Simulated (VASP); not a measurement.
# Si (I4_1/amd) in VASP: settings compared

The runs below take Si through single point, with PBE, HSE06.

Everything below comes from runs of VASP 6.6.1. Logs are shortened: lines on timing, memory, paths and dates and some standing lists are left out, and cuts for length are marked.

### Step 1. The cell of the first run

It takes space group I4_1/amd (No. 141, tetragonal). The conventional cell has a = 3.850 Å, b = 3.850 Å, c = 5.337 Å, α = 90.00°, β = 90.00°, γ = 90.00°. Si (site symmetry -4m2) is surrounded by 4 Si at 2.34 Å.

The cell was built by a generator and needn't be a form met in nature.

### Step 2. Single point, PBE (uniaxial_x strain -2.0%)

INCAR

```
SYSTEM = Si
ALGO = Fast
EDIFF = 1E-7
ENCUT = 520
GGA = PE
ISIF = 2
ISMEAR = -1
LASPH = .True.
LCHARG = .True.
LELF = .True.
LREAL = .False.
LVHAR = .True.
LWAVE = .False.
NBANDS = 11
NELM = 100
PREC = Accurate
SIGMA = 0.02
```

KPOINTS

```
k-points
0
Gamma
  8 8 8
  0 0 0
```

POSCAR

```
Si
1.0
    0.0000000000      2.7221188962      2.7221188962
    2.6684931539      0.0000000000      2.7221188962
    2.6684931539      2.7221188962      0.0000000000
Si
2
Direct
    0.0000000000      0.0000000000      0.0000000000
    0.2500000000      0.2500000000      0.2500000000
```

Potentials or basis: VASP PAW PBE potentials, release 64 (Si).

Run with:

```
$ cat potpaw_PBE.64/Si/POTCAR > POTCAR
$ mpirun -np 1 vasp_std > vasp.out
```

OUTCAR:

```text
SYSTEM = Si
   EDIFF = 1E-7
   ENCUT = 520
   GGA = PE
   ISIF = 2
   ISMEAR = -1
   LASPH = .True.
   LREAL = .False.
   NELM = 100
   PREC = Accurate

 ion  position               nearest neighbor table
   1  0.000  0.000  0.000-   2 2.34   2 2.34   2 2.34   2 2.34
   2  0.250  0.250  0.250-   1 2.34   1 2.34   1 2.34   1 2.34

  LATTYP: Found a body centered tetragonal cell.
 ALAT       =     3.8496574614
 C/A-ratio  =     1.3863535552

  Lattice vectors:

 A1 = (  -2.6684931539,   0.0000000000,  -2.7221188962)
 A2 = (  -2.6684931539,   0.0000000000,   2.7221188962)
 A3 = (   2.6684931539,   2.7221188962,   0.0000000000)

Analysis of symmetry for initial positions (statically):
=====================================================================
 Subroutine PRICEL returns:
 Original cell was already a primitive cell.

 Routine SETGRP: Setting up the symmetry group for a
 body centered tetragonal supercell.

 Subroutine GETGRP returns: Found 16 space group operations
 (whereof  8 operations were pure point group operations)
 out of a pool of 16 trial point group operations.

The static configuration has the point symmetry D_2d.
 The point group associated with its full space group is D_4h.

Analysis of symmetry for dynamics (positions and initial velocities):
=====================================================================
 Subroutine PRICEL returns:
 Original cell was already a primitive cell.

 Routine SETGRP: Setting up the symmetry group for a
 body centered tetragonal supercell.

 Subroutine GETGRP returns: Found 16 space group operations
 (whereof  8 operations were pure point group operations)
 out of a pool of 16 trial point group operations.

The dynamic configuration has the point symmetry D_2d.
 The point group associated with its full space group is D_4h.

 Subroutine INISYM returns: Found 16 space group operations
 (whereof  8 operations are pure point group operations),
 and found     1 'primitive' translations

----------------------------------------------------------------------------------------

                                     Primitive cell

  volume of cell :      39.5467

  direct lattice vectors                    reciprocal lattice vectors
     0.000000000  2.722118896  2.722118896    -0.187371663  0.183680441  0.183680441
     2.668493154  0.000000000  2.722118896     0.187371663 -0.183680441  0.183680441
     2.668493154  2.722118896  0.000000000     0.187371663  0.183680441 -0.183680441

  length of vectors
     3.849657461  3.811926940  3.811926940     0.320289165  0.320289165  0.320289165

  position of ions in fractional coordinates (direct lattice)
     0.000000000  0.000000000  0.000000000
     0.250000000  0.250000000  0.250000000

  ion indices of the primitive-cell ions
   primitive index   ion index
                 1           1
                 2           2

----------------------------------------------------------------------------------------

 KPOINTS: k-points

Automatic generation of k-mesh.
 Grid dimensions read from file:
 generate k-points for:    8    8    8

 Generating k-lattice:

  Cartesian coordinates                     Fractional coordinates (reciprocal lattice)
    -0.023421458  0.022960055  0.022960055     0.125000000  0.000000000  0.000000000
     0.023421458 -0.022960055  0.022960055     0.000000000  0.125000000  0.000000000
     0.023421458  0.022960055 -0.022960055     0.000000000  0.000000000  0.125000000

  Length of vectors
     0.040036146  0.040036146  0.040036146

  Shift w.r.t. Gamma in fractional coordinates (k-lattice)
     0.000000000  0.000000000  0.000000000

 Subroutine IBZKPT returns following result:
 ===========================================

 Found     59 irreducible k-points:

 Following reciprocal coordinates:
            Coordinates               Weight
  0.000000  0.000000  0.000000      1.000000
  0.125000  0.000000  0.000000      8.000000
  0.250000  0.000000  0.000000      8.000000
  0.375000  0.000000  0.000000      8.000000
  0.500000  0.000000  0.000000      4.000000
  0.125000  0.125000  0.000000      4.000000
[... 16 lines left out ...]
  0.250000  0.125000  0.125000      4.000000
  0.375000  0.125000  0.125000      8.000000
 [... further k-points ...]
   k-points           NKPTS =     59   k-points in BZ     NKDIM =     59   number of bands    NBANDS=     11
   number of dos      NEDOS =    301   number of ions     NIONS =      2
   total plane-waves  NPLWV =  23520
   dimension x,y,z NGX =    30 NGY =   28 NGZ =   28
   dimension x,y,z NGXF=    60 NGYF=   56 NGZF=   56
   ions per type =               2
   NGX,Y,Z   is equivalent  to a cutoff of  12.96, 12.21, 12.21 a.u.
   NGXF,Y,Z  is equivalent  to a cutoff of  25.91, 24.42, 24.42 a.u.
 SYSTEM =  Si
   PREC   = accura    normal or accurate (medium, high low for compatibility)
   ISTART =      0    job   : 0-new  1-cont  2-samecut
   ICHARG =      2    charge: 1-file 2-atom 10-const
   ISPIN  =      1    spin polarized calculation?
   LNONCOLLINEAR =      F non collinear calculations
   LSORBIT =      F    spin-orbit coupling
   LASPH  =      T    aspherical Exc in radial PAW
   ENCUT  =  520.0 eV  38.22 Ry    6.18 a.u.   7.16  7.09  7.09*2*pi/ulx,y,z
   NELM   =    100;   NELMIN=  2; NELMDL= -5     # of ELM steps
   EDIFF  = 0.1E-06   stopping-criterion for ELM
   LREAL  =      F    real-space projection
   EDIFFG = 0.1E-05   stopping-criterion for IOM
   NSW    =      0    number of steps for IOM
   IBRION =     -1    ionic relax: 0-MD 1-quasi-New 2-CG
   NFREE  =      0    steps in history (QN), initial steepest desc. (CG)
   ISIF   =      2    stress and relaxation
   ISYM   =      2    0-nonsym 1-usesym 2-fastsym
   POTIM  = 0.5000    time-step for ionic-motion
   TEBEG  =    0.0;   TEEND  =   0.0 temperature during run
   PSTRESS=    0.0 pullay stress
   NELECT =       8.0000    total number of electrons
   NUPDOWN=      -1.0000    fix difference up-down
   EMIN   =  10.00;   EMAX   =-10.00  energy-range for DOS
   EFERMI =   0.00;   METHOD = LEGACY
   ISMEAR =    -1;   SIGMA  =   0.02  broadening in eV -4-tet -1-fermi 0-gaus
   EFERMI_NEDOS =   21; number of points for ismear=-14 and -15
   IALGO  =     68    algorithm
   IMIX   =      4    mixing-type and parameters
     AMIX     =   0.40;   BMIX     =  1.00
     AMIX_MAG =   1.60;   BMIX_MAG =  1.00
  volume/ion in A,a.u.               =      19.77       133.44
  Fermi-wavevector in a.u.,A,eV,Ry     =   0.961025  1.816074 12.565923  0.923569
  Thomas-Fermi vector in A             =   2.090361
   LORBIT       =      0    0 simple, 1 ext, 2 COOP (PROOUT), +10 PAW based schemes
   GGA     = PE    functional components
   LHFCALC =     F    Hartree Fock is set to
   AEXX    =    0.0000 exact exchange contribution
   IVDW    =     0    specifies the selected vdW correction
   LEPSILON=     F    determine dielectric tensor
   LRPA    =     F    only Hartree local field effects (RPA)
 non-spin polarized calculation
 RMM-DIIS sequential band-by-band and
  energy-cutoff  :      520.00
  volume of cell :       39.55
 maximum number of plane-waves:      1086
 NGX is ok and might be reduce to    30
   NGX = 15   NGY = 15   NGZ = 15

 number of electron       8.0000000 magnetization

 Free energy of the ion-electron system (eV)
  ---------------------------------------------------
  ext. energy  EPLUGINS =         0.00000000
  ---------------------------------------------------
  free energy    TOTEN  =       -10.82997635 eV

  energy without entropy =      -10.82997619  energy(sigma->0) =      -10.82997627

 E-fermi :   6.2307     XC(G=0):  -9.4576

 val. band max:        6.0461832678   @ k =   0.0000   0.0000   0.0000
 cond. band min:       6.4291292666   @ k =   0.0000   0.3750   0.3750
 fundamental gap:      0.3829459988
 Fermi energy:         6.2306886721

 k-point     1 :       0.0000    0.0000    0.0000
  band No.  band energies     occupation
      1      -6.0895      2.00000
      2       5.9084      2.00000
      3       5.9084      2.00000
      4       6.0462      1.99980
      5       8.4778      0.00000
      6       8.5503      0.00000
      7       8.5503      0.00000
      8       9.4667      0.00000
      9      13.4991      0.00000
     10      13.8566      0.00000
     11      13.9639      0.00000

 k-point     2 :       0.1250    0.0000    0.0000
  band No.  band energies     occupation
      1      -5.8831      2.00000
      2       4.3517      2.00000
      3       5.6075      2.00000
      4       5.7184      2.00000
      5       8.4854      0.00000
      6       8.9432      0.00000
      7       8.9729      0.00000
      8      10.7810      0.00000
      9      13.0527      0.00000
     10      13.3306      0.00000
     11      14.7576      0.00000

 k-point     3 :       0.2500    0.0000    0.0000
  band No.  band energies     occupation
      1      -5.2807      2.00000
      2       2.0069      2.00000
      3       5.1150      2.00000
      4       5.2607      2.00000
      5       8.0188      0.00000
      6       9.4419      0.00000
      7       9.5058      0.00000
      8      12.9599      0.00000
      9      13.1164      0.00000
     10      13.2101      0.00000
     11      15.0042      0.00000

 k-point     4 :       0.3750    0.0000    0.0000
  band No.  band energies     occupation
      1      -4.3752      2.00000
      2      -0.0336      2.00000
      3       4.7707      2.00000
      4       4.9470      2.00000
      5       7.6527      0.00000
      6       9.3338      0.00000
      7       9.4883      0.00000
      8      13.8694      0.00000
      9      14.4924      0.00000
     10      14.6182      0.00000
     11      15.7738      0.00000
[... 239 lines left out ...]
 k-point    22 :       0.0000    0.1250    0.1250
  band No.  band energies     occupation
      1      -5.8072      2.00000
      2       4.7160      2.00000
      3       5.0811      2.00000
      4       5.0811      2.00000
      5       7.8935      0.00000
      6       9.7045      0.00000
      7       9.7045      0.00000
      8      10.4605      0.00000
      9      12.7115      0.00000
     10      13.8123      0.00000
     11      15.1038      0.00000

 k-point    23 :       0.2500    0.1250    0.1250
  band No.  band energies     occupation
      1      -5.5492      2.00000
      2       3.2742      2.00000
      3       4.3750      2.00000
      4       5.5869      2.00000
      5       8.9660      0.00000
      6       9.1095      0.00000
      7       9.4225      0.00000
      8      11.6217      0.00000
      9      12.1894      0.00000
     10      13.9282      0.00000
     11      15.8095      0.00000

 k-point    24 :       0.3750    0.1250    0.1250
  band No.  band energies     occupation
      1      -4.8358      2.00000
      2       1.3308      2.00000
      3       3.6973      2.00000
      4       5.0825      2.00000
      5       8.6303      0.00000
      6       9.6289      0.00000
      7       9.9072      0.00000
      8      12.3577      0.00000
      9      12.3956      0.00000
     10      15.8669      0.00000
     11      16.0751      0.00000

 [... further k-points ...]
[... 5 lines left out ...]
  --------------------------------------------------------------------------------------
  -------------------------------------------------------------------------------------
  Total        1.0917628      0.6334518      0.6334518      0.0000000      0.0000000     -0.0000000
  in kB       44.2311865     25.6633805     25.6633805      0.0000000      0.0000000     -0.0000000
  external PRESSURE =      31.8526492 kB  Pullay stress =       0.0000000 kB

 VOLUME and BASIS-vectors are now :
 -----------------------------------------------------------------------------
  energy-cutoff  :      520.00
  volume of cell :       39.55
      direct lattice vectors                 reciprocal lattice vectors
     0.000000000  2.722118896  2.722118896    -0.187371663  0.183680441  0.183680441
     2.668493154  0.000000000  2.722118896     0.187371663 -0.183680441  0.183680441
     2.668493154  2.722118896  0.000000000     0.187371663  0.183680441 -0.183680441

 POSITION                                       TOTAL-FORCE (eV/Angst)
 -----------------------------------------------------------------------------------
      0.00000      0.00000      0.00000        -0.000000     -0.000000     -0.000000
      1.33425      1.36106      1.36106         0.000000      0.000000      0.000000
 -----------------------------------------------------------------------------------
    total drift:                               -0.000000     -0.000000     -0.000000

  FREE ENERGIE OF THE ION-ELECTRON SYSTEM (eV)
  ---------------------------------------------------
  free  energy   TOTEN  =       -10.8299763520 eV

  energy  without entropy=      -10.8299761886  energy(sigma->0) =      -10.82997627
```

Wall time 15 s (1 thread of Intel Xeon 6975P-C (Granite Rapids), shared host); peak memory 0.15 GiB.

Results:

- Free energy: -10.8300 eV
- Pressure: 3.2 GPa
- Band gap on the k mesh: 0.38 eV, indirect (least direct gap 2.43 eV)

### Step 3. Single point, HSE06 (epitaxial_xy strain -2.8%)

POSCAR

```
Si
1.0
    0.0000000000      2.6453551433      2.7783212373
    2.6453551433      0.0000000000      2.7783212373
    2.6453551433      2.6453551433      0.0000000000
Si
2
Direct
    0.0000000000      0.0000000000      0.0000000000
    0.2500000000      0.2500000000      0.2500000000
```

INCAR.step1

```
SYSTEM = Si
PREC = Accurate ; ENCUT = 520
EDIFF = 1E-5 ; ISMEAR = 0
SIGMA = 0.01 ; LREAL = .False.
LASPH = .True. ; NELM = 100
ALGO = Normal ; ISIF = 2
LWAVE = .True. ; LCHARG = .False.
NBANDS = 11 ; GGA = PE
```

INCAR.step2

```
SYSTEM = Si
PREC = Accurate ; ENCUT = 520
EDIFF = 1E-6 ; ISMEAR = 0
SIGMA = 0.01 ; LREAL = .False.
LASPH = .True. ; NELM = 100
ALGO = Normal ; ISIF = 2
LWAVE = .False. ; LCHARG = .False.
GGA = PE ; LHFCALC = .True.
HFSCREEN = 0.2079 ; PRECFOCK = Normal
NBANDS = 11 ; ISTART = 1
```

KPOINTS

```
Automatic mesh
0
Gamma
  6 6 6
  0 0 0
```

Potentials or basis: VASP PAW PBE potentials, release 64 (Si).

Run with:

```
$ cat potpaw_PBE.64/Si/POTCAR > POTCAR
$ cp INCAR.step1 INCAR
$ mpirun -np 1 vasp_std > vasp.out
$ cp INCAR.step2 INCAR
$ mpirun -np 1 vasp_std > vasp.out
```

Wall time 8.4 min (1 thread of Intel Xeon 6975P-C (Granite Rapids), shared host); peak memory 0.27 GiB.

Results (log left out):

```
Free energy            : -12.4984 eV
Pressure               : 3.2 GPa
Band gap on the k mesh : 0.97 eV, indirect (least direct gap 3.16 eV)
```

Stress tensor (GPa, compression positive):
```
 5.12  0.00  0.00
 0.00  5.12  0.00
 0.00  0.00 -0.56
```

Levels at points of the mesh, in eV from the valence-band top:
| k point | band 1 | band 2 | band 3 | band 4 | band 5 | band 6 | band 7 | band 8 | band 9 |
| --- | --- | --- | --- | --- | --- | --- | --- | --- | --- |
| (0.00, 0.00, 0.00) | -13.64 | -0.39 | 0.00 | 0.00 | 3.16 | 3.16 | 3.33 | 4.52 | 8.17 |
| (0.50, 0.00, 0.00) | -10.96 | -8.00 | -1.74 | -1.20 | 2.11 | 3.90 | 4.22 | 8.55 | 11.50 |
| (0.50, 0.50, 0.00) | -9.12 | -9.12 | -3.07 | -3.07 | 1.38 | 1.38 | 11.68 | 11.68 | 12.08 |
| (0.50, 0.00, 0.50) | -8.79 | -8.79 | -3.48 | -3.48 | 0.97 | 0.97 | 11.16 | 11.16 | 12.68 |

Caveat: the PAW data sets were made with another functional, which shifts forces and pressure a little. A k mesh can miss the band edges.
